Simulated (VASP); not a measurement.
# As in VASP: a series of runs

The runs below take As through work function, with PBEsol, HSE06.

All numbers are computed with VASP 6.6.1; they aren't measurements. Logs are shortened: lines on timing, memory, paths and dates and some standing lists are left out, and cuts for length are marked.

## 1. The structure

The cell holds a sheet with vacuum, 2 atoms: a = 3.530 Å, b = 3.530 Å, c = 17.400 Å, α = 90.00°, β = 90.00°, γ = 120.00°.

The cell was built by a generator and needn't be a form met in nature.

## 2. Work function, PBEsol

INCAR reads:

```
SYSTEM = As
PREC = Accurate
ENCUT = 520
EDIFF = 1E-6
ISMEAR = 0
SIGMA = 0.03
LREAL = .FALSE.
LASPH = .TRUE.
NELM = 100
ALGO = Normal
ISIF = 2
LWAVE = .FALSE.
LCHARG = .TRUE.
LDIPOL = .TRUE.
IDIPOL = 3
DIPOL = 0.5 0.5 0.500
GGA = PS
LVHAR = .TRUE.
LVACPOTAV = .TRUE.
KPAR = 4
```

KPOINTS reads:

```
regular mesh
0
G
  12 12 1
  0 0 0
```

POSCAR reads:

```
As                                      
1.0
    3.5299167690      0.0000000000      0.0000000000
   -1.7649583845      3.0569975918      0.0000000000
    0.0000000000      0.0000000000     17.4000000000
  As            
     2
Direct
     0.3333330000000032    0.6666669999999968    0.4597495945526638
     0.6666669999999968    0.3333330000000032    0.5402504054473360
```

Potentials or basis: VASP PAW PBE potentials, release 64 (As).

Run with:

```console
> cat potpaw_PBE.64/As/POTCAR > POTCAR
> mpirun -np 4 vasp_std > vasp.out
```

OUTCAR:

```text
SYSTEM = As
   PREC = Accurate
   ENCUT = 520
   EDIFF = 1E-6
   ISMEAR = 0
   LREAL = .FALSE.
   LASPH = .TRUE.
   NELM = 100
   ISIF = 2
   GGA = PS

 ion  position               nearest neighbor table
   1  0.333  0.667  0.460-   2 2.47   2 2.47   2 2.47
   2  0.667  0.333  0.540-   1 2.47   1 2.47   1 2.47

  LATTYP: Found a hexagonal cell.
 ALAT       =     3.5299167690
 C/A-ratio  =     4.9292946941

  Lattice vectors:

 A1 = (   3.5299167690,   0.0000000000,   0.0000000000)
 A2 = (  -1.7649583845,   3.0569975918,   0.0000000000)
 A3 = (   0.0000000000,   0.0000000000,  17.4000000000)

Analysis of symmetry for initial positions (statically):
=====================================================================
 Subroutine PRICEL returns:
 Original cell was already a primitive cell.

 Routine SETGRP: Setting up the symmetry group for a
 hexagonal supercell.

 Subroutine GETGRP returns: Found 12 space group operations
 (whereof 12 operations were pure point group operations)
 out of a pool of 24 trial point group operations.

The static configuration has the point symmetry D_3d.

Analysis of symmetry for dynamics (positions and initial velocities):
=====================================================================
 Subroutine PRICEL returns:
 Original cell was already a primitive cell.

 Routine SETGRP: Setting up the symmetry group for a
 hexagonal supercell.

 Subroutine GETGRP returns: Found 12 space group operations
 (whereof 12 operations were pure point group operations)
 out of a pool of 24 trial point group operations.

The dynamic configuration has the point symmetry D_3d.

 Subroutine INISYM returns: Found 12 space group operations
 (whereof 12 operations are pure point group operations),
 and found     1 'primitive' translations

----------------------------------------------------------------------------------------

                                     Primitive cell

  volume of cell :     187.7625

  direct lattice vectors                    reciprocal lattice vectors
     3.529916769  0.000000000  0.000000000     0.283292799  0.163559174  0.000000000
    -1.764958385  3.056997592  0.000000000     0.000000000  0.327118347  0.000000000
     0.000000000  0.000000000 17.400000000     0.000000000  0.000000000  0.057471264

  length of vectors
     3.529916769  3.529916766 17.400000000     0.327118347  0.327118347  0.057471264

  position of ions in fractional coordinates (direct lattice)
     0.333333000  0.666667000  0.459749595
     0.666667000  0.333333000  0.540250405

  ion indices of the primitive-cell ions
   primitive index   ion index
                 1           1
                 2           2

----------------------------------------------------------------------------------------

 KPOINTS: regular mesh

Automatic generation of k-mesh.
 Grid dimensions read from file:
 generate k-points for:   12   12    1

 Generating k-lattice:

  Cartesian coordinates                     Fractional coordinates (reciprocal lattice)
     0.023607733  0.013629931  0.000000000     0.083333333 -0.000000000  0.000000000
     0.000000000  0.027259862  0.000000000     0.000000000  0.083333333  0.000000000
     0.000000000  0.000000000  0.057471264     0.000000000  0.000000000  1.000000000

  Length of vectors
     0.027259862  0.027259862  0.057471264

  Shift w.r.t. Gamma in fractional coordinates (k-lattice)
     0.000000000  0.000000000  0.000000000

 Subroutine IBZKPT returns following result:
 ===========================================

 Found     19 irreducible k-points:

 Following reciprocal coordinates:
            Coordinates               Weight
  0.000000  0.000000  0.000000      1.000000
  0.083333  0.000000  0.000000      6.000000
  0.166667  0.000000  0.000000      6.000000
  0.250000  0.000000  0.000000      6.000000
  0.333333  0.000000  0.000000      6.000000
  0.416667  0.000000  0.000000      6.000000
[... 11 lines left out ...]
  0.333333  0.250000  0.000000     12.000000
  0.333333  0.333333  0.000000      2.000000
   k-points           NKPTS =     19   k-points in BZ     NKDIM =     19   number of bands    NBANDS=      9
   number of dos      NEDOS =    301   number of ions     NIONS =      2
   total plane-waves  NPLWV = 109760
   dimension x,y,z NGX =    28 NGY =   28 NGZ =  140
   dimension x,y,z NGXF=    56 NGYF=   56 NGZF=  280
   ions per type =               2
   NGX,Y,Z   is equivalent  to a cutoff of  13.19, 13.19, 13.38 a.u.
   NGXF,Y,Z  is equivalent  to a cutoff of  26.37, 26.37, 26.75 a.u.
 SYSTEM =  As
   PREC   = accura    normal or accurate (medium, high low for compatibility)
   ISTART =      0    job   : 0-new  1-cont  2-samecut
   ICHARG =      2    charge: 1-file 2-atom 10-const
   ISPIN  =      1    spin polarized calculation?
   LNONCOLLINEAR =      F non collinear calculations
   LSORBIT =      F    spin-orbit coupling
   LASPH  =      T    aspherical Exc in radial PAW
   ENCUT  =  520.0 eV  38.22 Ry    6.18 a.u.   6.56  6.56 32.35*2*pi/ulx,y,z
   NELM   =    100;   NELMIN=  2; NELMDL= -5     # of ELM steps
   EDIFF  = 0.1E-05   stopping-criterion for ELM
   LREAL  =      F    real-space projection
   EDIFFG = 0.1E-04   stopping-criterion for IOM
   NSW    =      0    number of steps for IOM
   IBRION =     -1    ionic relax: 0-MD 1-quasi-New 2-CG
   NFREE  =      0    steps in history (QN), initial steepest desc. (CG)
   ISIF   =      2    stress and relaxation
   ISYM   =      2    0-nonsym 1-usesym 2-fastsym
   POTIM  = 0.5000    time-step for ionic-motion
   TEBEG  =    0.0;   TEEND  =   0.0 temperature during run
   PSTRESS=    0.0 pullay stress
   NELECT =      10.0000    total number of electrons
   NUPDOWN=      -1.0000    fix difference up-down
   EMIN   =  10.00;   EMAX   =-10.00  energy-range for DOS
   EFERMI =   0.00;   METHOD = LEGACY
   ISMEAR =     0;   SIGMA  =   0.03  broadening in eV -4-tet -1-fermi 0-gaus
   EFERMI_NEDOS =   21; number of points for ismear=-14 and -15
   IALGO  =     38    algorithm
   IMIX   =      4    mixing-type and parameters
     AMIX     =   0.40;   BMIX     =  1.00
     AMIX_MAG =   1.60;   BMIX_MAG =  1.00
  volume/ion in A,a.u.               =      93.88       633.54
  Fermi-wavevector in a.u.,A,eV,Ry     =   0.615940  1.163958  5.161810  0.379382
  Thomas-Fermi vector in A             =   1.673490
   LORBIT       =      0    0 simple, 1 ext, 2 COOP (PROOUT), +10 PAW based schemes
   GGA     = PS    functional components
   LHFCALC =     F    Hartree Fock is set to
   AEXX    =    0.0000 exact exchange contribution
   IVDW    =     0    specifies the selected vdW correction
   LEPSILON=     F    determine dielectric tensor
   LRPA    =     F    only Hartree local field effects (RPA)
 non-spin polarized calculation
 Gauss-broadening in eV      SIGMA  =   0.03
  energy-cutoff  :      520.00
  volume of cell :      187.76
 maximum number of plane-waves:      5117
 NGX is ok and might be reduce to    28
   NGX = 13   NGY = 13   NGZ = 65

 number of electron      10.0000000 magnetization

 dipolmoment           0.000000      0.000000     -0.000000 electrons x Angstroem

 Free energy of the ion-electron system (eV)
  ---------------------------------------------------
  ext. energy  EPLUGINS =         0.00000000
  ---------------------------------------------------
  free energy    TOTEN  =       -10.01054060 eV

  energy without entropy =      -10.01054060  energy(sigma->0) =      -10.01054060

 E-fermi :  -2.8493     XC(G=0):  -3.0433

 val. band max:       -2.9966905531   @ k =   0.0000   0.0000   0.0000
 cond. band min:      -1.5874410804   @ k =   0.3333   0.0000   0.0000
 fundamental gap:      1.4092494726
 Fermi energy:        -2.8493304745

 k-point     1 :       0.0000    0.0000    0.0000
  band No.  band energies     occupation
      1     -16.9778      2.00000
      2     -10.4502      2.00000
      3      -3.8788      2.00000
      4      -2.9967      2.00000
      5      -2.9967      2.00000
      6      -0.8919      0.00000
      7       0.5293      0.00000
      8       0.5294      0.00000
      9       1.8024      0.00000

 k-point     2 :       0.0833    0.0000    0.0000
  band No.  band energies     occupation
      1     -16.8797      2.00000
      2     -10.4219      2.00000
      3      -3.9586      2.00000
      4      -3.8238      2.00000
      5      -3.2250      2.00000
      6      -0.3056      0.00000
      7       0.4457      0.00000
      8       0.7576      0.00000
      9       1.9529      0.00000

 k-point     3 :       0.1667    0.0000    0.0000
  band No.  band energies     occupation
      1     -16.5882      2.00000
      2     -10.3841      2.00000
      3      -5.4071      2.00000
      4      -3.7246      2.00000
      5      -3.6943      2.00000
      6      -0.7927      0.00000
      7       1.1907      0.00000
      8       1.1961      0.00000
      9       2.2863      0.00000

 k-point     4 :       0.2500    0.0000    0.0000
  band No.  band energies     occupation
      1     -16.1129      2.00000
      2     -10.5127      2.00000
      3      -6.5406      2.00000
      4      -4.2471      2.00000
      5      -3.6447      2.00000
      6      -1.4208      0.00000
      7       1.2979      0.00000
      8       1.4783      0.00000
      9       2.6311      0.00000

 k-point     5 :       0.3333    0.0000    0.0000
  band No.  band energies     occupation
      1     -15.4798      2.00000
      2     -11.0518      2.00000
      3      -7.0049      2.00000
      4      -4.6686      2.00000
      5      -3.9564      2.00000
      6      -1.5874      0.00000
      7       0.6902      0.00000
      8       1.5494      0.00000
      9       3.3332      0.00000

 k-point     6 :       0.4167    0.0000    0.0000
  band No.  band energies     occupation
      1     -14.7733      2.00000
      2     -11.8759      2.00000
      3      -6.8912      2.00000
      4      -4.9362      2.00000
      5      -4.5339      2.00000
      6      -1.3557      0.00000
      7       0.1318      0.00000
      8       1.5225      0.00000
      9       3.2515      0.00000
[... 109 lines left out ...]
 k-point    16 :       0.4167    0.1667    0.0000
  band No.  band energies     occupation
      1     -14.0572      2.00000
      2     -12.4736      2.00000
      3      -7.0906      2.00000
      4      -5.7284      2.00000
      5      -4.8293      2.00000
      6      -0.5884      0.00000
      7       0.6372      0.00000
      8       1.0425      0.00000
      9       3.6259      0.00000

 k-point    17 :       0.2500    0.2500    0.0000
  band No.  band energies     occupation
      1     -14.5366      2.00000
      2     -11.8618      2.00000
      3      -7.0733      2.00000
      4      -6.2702      2.00000
      5      -4.2524      2.00000
      6      -0.6255      0.00000
      7       0.3220      0.00000
      8       1.9638      0.00000
      9       4.4763      0.00000

 k-point    18 :       0.3333    0.2500    0.0000
  band No.  band energies     occupation
      1     -13.8494      2.00000
      2     -12.5526      2.00000
      3      -7.5154      2.00000
      4      -5.7447      2.00000
      5      -4.7767      2.00000
      6      -1.0512      0.00000
      7       0.9521      0.00000
      8       1.6528      0.00000
      9       4.7104      0.00000

 k-point    19 :       0.3333    0.3333    0.0000
  band No.  band energies     occupation
      1     -13.1799      2.00000
      2     -13.1798      2.00000
      3      -7.7720      2.00000
      4      -5.2344      2.00000
      5      -5.2344      2.00000
      6      -1.3257      0.00000
      7       1.4768      0.00000
      8       1.4768      0.00000
      9       4.9793      0.00000

------------------------ aborting loop because EDIFF is reached ----------------------------------------

  FORCE on cell =-STRESS in cart. coord.  units (eV):
  Direction    XX          YY          ZZ          XY          YZ          ZX
  --------------------------------------------------------------------------------------
  -------------------------------------------------------------------------------------
  Total        0.2483463      0.2483463      0.0236705      0.0000000      0.0000000      0.0000000
  in kB        2.1191395      2.1191395      0.2019808      0.0000000      0.0000000      0.0000000
  external PRESSURE =       1.4800866 kB  Pullay stress =       0.0000000 kB

 VOLUME and BASIS-vectors are now :
 -----------------------------------------------------------------------------
  energy-cutoff  :      520.00
  volume of cell :      187.76
      direct lattice vectors                 reciprocal lattice vectors
     3.529916769  0.000000000  0.000000000     0.283292799  0.163559174  0.000000000
    -1.764958385  3.056997592  0.000000000     0.000000000  0.327118347  0.000000000
     0.000000000  0.000000000 17.400000000     0.000000000  0.000000000  0.057471264

 POSITION                                       TOTAL-FORCE (eV/Angst)
 -----------------------------------------------------------------------------------
     -0.00000      2.03800      7.99964        -0.000000     -0.000000     -0.017895
      1.76496      1.01900      9.40036         0.000000      0.000000      0.017895
 -----------------------------------------------------------------------------------
    total drift:                                0.000000     -0.000000      0.000000

  FREE ENERGIE OF THE ION-ELECTRON SYSTEM (eV)
  ---------------------------------------------------
  free  energy   TOTEN  =       -10.0105405977 eV

  energy  without entropy=      -10.0105405977  energy(sigma->0) =      -10.01054060

 vacuum level on the upper side and lower side of the slab         2.235         2.235
```

Wall time 29 s (4 MPI ranks of AMD EPYC 7R13 (Zen 3), shared host); peak memory 0.3 GiB.

Results:

- Free energy: -10.0105 eV
- Largest force: 0.018 eV/Å
- Band gap on the k mesh: 1.41 eV, indirect (least direct gap 2.10 eV)
- Ionisation potential of the upper face: 5.23 eV

Forces in eV/Å, atoms in the order of the input:
```
As   0.000  0.000 -0.018
As   0.000  0.000  0.018
```

Caveat: the PAW data sets were made with another functional, which shifts forces and pressure a little.

[end of part 1 of 2]
